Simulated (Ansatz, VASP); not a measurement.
# LiCl: VASP beside Ansatz

Contents of INCAR:

```
  PREC = Accurate
  ENCUT = 520
  EDIFF = 1E-6
  ISMEAR = 0
  SIGMA = 0.05
  LREAL = F
  LASPH = T
  NELM = 60
  ALGO = Normal
  ISIF = 2
  LWAVE = F
  LCHARG = F
  GGA = PE
  NBANDS = 12
```

Contents of KPOINTS:

```
regular mesh
0
Gamma
  8 8 8
```

POSCAR

```
LiCl
1.0
    0.0000000000      2.6370444846      2.4260809259
    2.6370444846      0.0000000000      2.4260809259
    2.6370444846      2.6370444846      0.0000000000
Li Cl
1 1
Direct
    0.0000000000      0.0000000000      0.0000000000
    0.5000000000      0.5000000000      0.5000000000
```

Input for Ansatz:

```yaml
crystal:
  lattice:
    - [0.0, 2.6370444846, 2.4260809259]
    - [2.6370444846, 0.0, 2.4260809259]
    - [2.6370444846, 2.6370444846, 0.0]
  atoms:
    - { symbol: Li, position: [0.0, 0.0, 0.0] }
    - { symbol: Cl, position: [0.5, 0.5, 0.5] }
basis:
  ecutwfc: 420
kpoints:
  mp_grid: { grid: [8, 8, 8] }
hamiltonian:
  xc: pbe
scf:
  occupations: { method: gaussian, width: 0.05 }
output:
  forces: true
  stress: true
  eigenvalues: true
```

Alike in both runs: task single point; functional PBE; k mesh 8 × 8 × 8; occupations gaussian, width 0.05 eV; no spin polarisation.

|  | VASP | Ansatz |
| --- | --- | --- |
| version | VASP 6.6.1 | Ansatz 0.2.0 |
| potentials or method | VASP PAW PBE potentials, release 64 (Li_sv, Cl) | scalar-relativistic, plane waves, PAW |
| plane-wave cutoff (eV) | 520 | 420 |
| valence electrons in the cell | 10 | 10 |

VASP gave:

| Item | Value |
| --- | --- |
| gap on the k mesh at the Fermi level (eV) | 6.26 |
| least direct gap on the mesh (eV) | 6.26 |

**Question.** What did Ansatz give for the same quantities?

**Answer.** gap on the k mesh at the Fermi level (eV): 6.25; least direct gap on the mesh (eV): 6.25.

 A k mesh can miss the band edges.
